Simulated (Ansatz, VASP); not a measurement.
# One calculation of Mo, two programs

INCAR

```
PREC = Accurate
ENCUT = 520
EDIFF = 1E-6
ISMEAR = -1
SIGMA = 0.03
LREAL = False
LASPH = True
NELM = 60
ALGO = Normal
ISIF = 2
LWAVE = False
LCHARG = False
GGA = PE
NBANDS = 13
```

File KPOINTS:

```
Automatic mesh
0
Gamma
  16 16 16
```

POSCAR

```
Mo
1.0
   -1.5904810176      1.5904810176      1.5904810176
    1.5904810176     -1.5904810176      1.5904810176
    1.5904810176      1.5904810176     -1.5904810176
Mo
1
Direct
    0.0000000000      0.0000000000      0.0000000000
```

Input for Ansatz:

```yaml
crystal:
  lattice:
    - [-1.5904810176, 1.5904810176, 1.5904810176]
    - [1.5904810176, -1.5904810176, 1.5904810176]
    - [1.5904810176, 1.5904810176, -1.5904810176]
  atoms:
    - { symbol: Mo, position: [0.0, 0.0, 0.0] }
kpoints:
  mp_grid: { grid: [16, 16, 16] }
scf:
  occupations: { method: fermi_dirac, width: 0.03 }
hamiltonian:
  xc: pbe
  pseudopotentials: { kind: all_electron, lapw: { basis_error: 0.0005 } }
output:
  forces: true
  stress: true
  eigenvalues: true
```

Change from the starting cell: volume scaled by 1.02.

Alike in both runs: task single point; functional PBE; k mesh 16 × 16 × 16; occupations fermi-dirac, width 0.03 eV; no spin polarisation.

|  | VASP | Ansatz |
| --- | --- | --- |
| version | VASP 6.6.1 | Ansatz 0.2.0 |
| potentials or method | VASP PAW PBE potentials, release 64 (Mo_sv) | all-electron LAPW, scalar-relativistic |
| plane-wave cutoff (eV) | 520 | see its input |

Ansatz gave:

| Item | Value |
| --- | --- |
| pressure (GPa) | -5.0 |

Task: What did VASP give for the same quantities?

Result: Pressure (GPa): -4.5.

Ansatz ran all-electron here, so the differences hold the error of VASP's frozen core and of both bases.
